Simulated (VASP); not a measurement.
**A VASP 6.6.1 single-point calculation on KI**

INCAR

```
ISIF = 2
NBANDS = 15
PREC = Accurate
NSW = 0
IBRION = -1
ISMEAR = -5
AMIX = 0.2
GGA = PE
EDIFF = 1E-7
LWAVE = .FALSE.
LREAL = .FALSE.
ALGO = All
LCHARG = .FALSE.
NELM = 120
SIGMA = 0.005
LASPH = .TRUE.
ENCUT = 520
BMIX = 0.0001
```

KPOINTS

```
KPOINTS created by Atomic Simulation Environment
0
Gamma
6 6 6
0 0 0
```

POSCAR

```
K  I
 1.0000000000000000
     0.0000000000000000    3.8667468479000000    4.1443292905000000
     3.8667468479000000    0.0000000000000000    4.1443292905000000
     3.8667468479000000    3.8667468479000000    0.0000000000000000
 K   I
   1   1
Cartesian
  0.0000000000000000  0.0000000000000000  0.0000000000000000
  1.9333734239500000  1.9333734239500000  2.0721646452500000
```

The recommended PBE PAW datasets give the neutral cell 16 valence electrons.

Command

```
mpirun -np 1 vasp_std
```

Problem. Predict the outcome of this run.

Solution. It converged. Results: gap between bands v and c on the k mesh 3.90 eV; least direct gap on the k mesh 3.92 eV; pressure 0.2 GPa. Band v is the last that the valence electrons fill when counted band by band, and c is the next.

OSZICAR

```
N       E                     dE             d eps       ncg     rms           ort
DAV:   1     0.921096505046E+02    0.92110E+02   -0.68009E+03   450   0.904E+02
DAV:   2     0.164556216094E+01   -0.90464E+02   -0.84257E+02   450   0.196E+02
DAV:   3    -0.510213031194E+01   -0.67477E+01   -0.67181E+01   450   0.484E+01
DAV:   4    -0.556425815090E+01   -0.46213E+00   -0.46198E+00   450   0.106E+01
DAV:   5    -0.556539601738E+01   -0.11379E-02   -0.11378E-02   450   0.609E-01
SDA:   6    -0.515370144724E+01    0.41169E+00   -0.11378E-02   450   0.869E+00   0.000E+00
CGA:   7    -0.535949698079E+01   -0.20580E+00   -0.20622E+00   450   0.604E-01  -0.669E-02
CGA:   8    -0.537648947589E+01   -0.16992E-01   -0.16981E-01   450   0.196E-01   0.225E-03
CGA:   9    -0.538193633120E+01   -0.54469E-02   -0.54476E-02   450   0.769E-02  -0.163E-04
CGA:  10    -0.538376865558E+01   -0.18323E-02   -0.18324E-02   450   0.186E-02  -0.273E-05
CGA:  11    -0.538426355409E+01   -0.49490E-03   -0.49430E-03   450   0.410E-03   0.132E-04
CGA:  12    -0.538437019437E+01   -0.10664E-03   -0.10670E-03   450   0.879E-04  -0.161E-05
CGA:  13    -0.538439741185E+01   -0.27217E-04   -0.27320E-04   450   0.301E-04  -0.122E-05
CGA:  14    -0.538440804716E+01   -0.10635E-04   -0.10462E-04   450   0.131E-04   0.150E-05
CGA:  15    -0.538441318982E+01   -0.51427E-05   -0.50069E-05   450   0.536E-05   0.118E-05
CGA:  16    -0.538441563513E+01   -0.24453E-05   -0.25088E-05   450   0.214E-05  -0.373E-06
CGA:  17    -0.538441639001E+01   -0.75488E-06   -0.80561E-06   450   0.761E-06  -0.394E-06
CGA:  18    -0.538441659877E+01   -0.20876E-06   -0.20875E-06   450   0.210E-06   0.751E-10
CGA:  19    -0.538441668047E+01   -0.81699E-07   -0.83435E-07   450   0.860E-07  -0.166E-07
   1 F= -.53844167E+01 E0= -.53844167E+01  d E =0.000000E+00
```

For comparison, a separate PBE run of the intended cell, on usual settings and not on those above, gives a gap of 3.90 eV on its mesh and a pressure of 0.2 GPa.
